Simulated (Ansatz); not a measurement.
(001) slab cut from the bulk of Si2W, 15 Å of vacuum:

```
CELL_PARAMETERS angstrom
3.21129 0.00000 0.00000
0.00000 3.21129 0.00000
0.00000 0.00000 25.38287
ATOMIC_POSITIONS crystal
Si 0.00000 0.00000 0.29547
W 0.50000 0.50000 0.34626
Si 0.00000 0.00000 0.39705
Si 0.50000 0.50000 0.44921
W 0.00000 0.00000 0.50000
Si 0.50000 0.50000 0.55079
Si 0.00000 0.00000 0.60295
W 0.50000 0.50000 0.65374
Si 0.00000 0.00000 0.70453
```

Theory: DFT r2SCAN, scalar-relativistic, plane waves, PAW in Ansatz. Plane waves to 500 eV, a k mesh through Γ of 11×11×1 on the computed 9-atom cell and Gaussian smearing (0.10 eV); no spin polarisation. The cell repeats along c with a dipole correction in the vacuum.

This base run converges in 8 iterations with a largest force of 0.435 eV/Å and a work function of 4.63 eV on the top face.

One setting at a time is then changed, some of them on purpose to poor values; changes count from the base run, energies are extrapolated to zero smearing, γ keeps the base's bulk energy, atoms stay where they are, a change of functional drops any dispersion correction, and risky runs are capped at 50 to 100 iterations.

**Question.** What happens with cutoff 550 eV?

**Answer.** It converges in 8 iterations; ΔE (meV/atom) -0.5, Δφ top (eV) 0.00, largest force (eV/Å) 0.435, largest change of a force (eV/Å) 0.000.

**Question.** What happens with occupations fermi-dirac 0.025 eV?

**Answer.** It converges in 10 iterations; ΔE (meV/atom) 0.0, Δγ (J/m²) 0.000, Δφ top (eV) -0.01, largest force (eV/Å) 0.445, largest change of a force (eV/Å) 0.020.

**Question.** What happens with vacuum of 10 Å?

**Answer.** It converges in 8 iterations; ΔE (meV/atom) 0.0, Δγ (J/m²) 0.000, Δφ top (eV) 0.00, largest force (eV/Å) 0.435, largest change of a force (eV/Å) 0.000.

**Question.** What happens with mixing β = 0.9?

**Answer.** It converges in 8 iterations; ΔE (meV/atom) 0.0, Δγ (J/m²) 0.000, Δφ top (eV) 0.00, largest force (eV/Å) 0.435, largest change of a force (eV/Å) 0.000.

**Question.** What happens with no preconditioner, β = 0.7?

**Answer.** It converges in 16 iterations; ΔE (meV/atom) 0.0, Δγ (J/m²) 0.000, Δφ top (eV) 0.00, largest force (eV/Å) 0.435, largest change of a force (eV/Å) 0.000.

Spin-orbit coupling is left out, which matters for the bands of heavy elements. In some of the runs (vacuum 10) charge leaks into the vacuum, so their work functions can be off.

Cost: 9 runs of about 8.2 core-minutes in all, on Intel Xeon Platinum 8259CL (Skylake/Cascade Lake) (shared hosts).